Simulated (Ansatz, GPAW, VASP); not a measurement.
**One calculation of ZrC, 3 ways**

```xyz
2
Lattice="0.0000 2.3650 2.3650 2.3650 0.0000 2.3650 2.3650 2.3650 0.0000" Properties=species:S:1:pos:R:3 pbc="T T T"
Zr    2.3650    2.3650    2.3650
C     0.0000    0.0000    0.0000
```

Alike in all runs: task single point; functional PBE; k mesh 10 × 10 × 10; occupations gaussian, width 0.02 eV; no spin polarisation; no spin-orbit coupling. Pressure is positive in compression and, in plane waves, holds the error of the finite cutoff.

| program and potentials | plane-wave cutoff (eV) | notes | band gap (eV) | pressure (GPa) |
| --- | --- | --- | --- | --- |
| GPAW, GPAW PAW data sets (gpaw-data 1.2.1) | 800 | - | no gap | -3.88 |
| Ansatz, all-electron LAPW, scalar-relativistic | - | - | - | -2.90 |
| VASP, PBE PAW files C, Zr_sv, release 54, 520 eV | 520 | - | ? | ? |

**Question.** Estimate from the other rows what the run with VASP, PBE PAW files C, Zr_sv, release 54, 520 eV gave.

**Answer.** No band gap; pressure -2.71 GPa. The other rows, which needn't bracket it: pressure -3.88 to -2.90.
